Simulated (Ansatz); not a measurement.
**ZnTe with two functionals, pressure 50 GPa**

Consider ZnTe in the zinc blende structure (space group F-43m, No. 216; a = 6.179 Å).

(Cell as relaxed with PBE.)

Levels (all Ansatz, a program for electronic structure, PAW, earlier PAW set): PBE (420 eV, no SOC); r2SCAN (500 eV, without spin-orbit coupling).

Each level relaxes its own structure.

```tsv
base	PBE	r2SCAN
volume per atom	29.49 Å³	28.58 Å³
lattice parameter a	6.179 Å	6.115 Å
band gap	1.07 eV	1.78 eV
```

Perturbation: a hydrostatic pressure of 50 GPa.

```csv
quantity,PBE,r2SCAN
smallest direct gap,3.38 eV,___
band gap,1.10 eV,___
"hole mass (degenerate bands, along [100])","0.16, 0.23, 0.23 mₑ (at Γ)",___
gap character,"indirect, Γ → a point along ⟨100⟩, about 1.0 Å⁻¹ from Γ",___
```

Given the PBE results, estimate those of r2SCAN.


- smallest direct gap, r2SCAN: 4.03 eV
- band gap, r2SCAN: 1.36 eV
- hole mass (degenerate bands, along [100]), r2SCAN: 0.17, 0.22, 0.22 mₑ (at Γ)
- gap character, r2SCAN: indirect, Γ → a point along ⟨100⟩, about 1.0 Å⁻¹ from Γ

PBE's smallest direct gap lies 0.65 eV below r2SCAN's; PBE's band gap lies 0.26 eV below r2SCAN's; the two agree on the gap character. Neither level is exact; r2SCAN is the comparison here, not a measurement.

With Te present, leaving out spin-orbit coupling can change the band edges. Load acts through the strain it causes; cell and atoms are relaxed under it. Masses are band curvatures over ±0.01 Å⁻¹ around the edge. Whether these cells are dynamically stable was not tested. Measured, ZnTe leaves this structure (for cinnabar) near 9.5 GPa (temperature not stated; as listed in Datta, Sujoy, Jana, Debnarayan, arXiv (2020)), on rising pressure, with hysteresis.
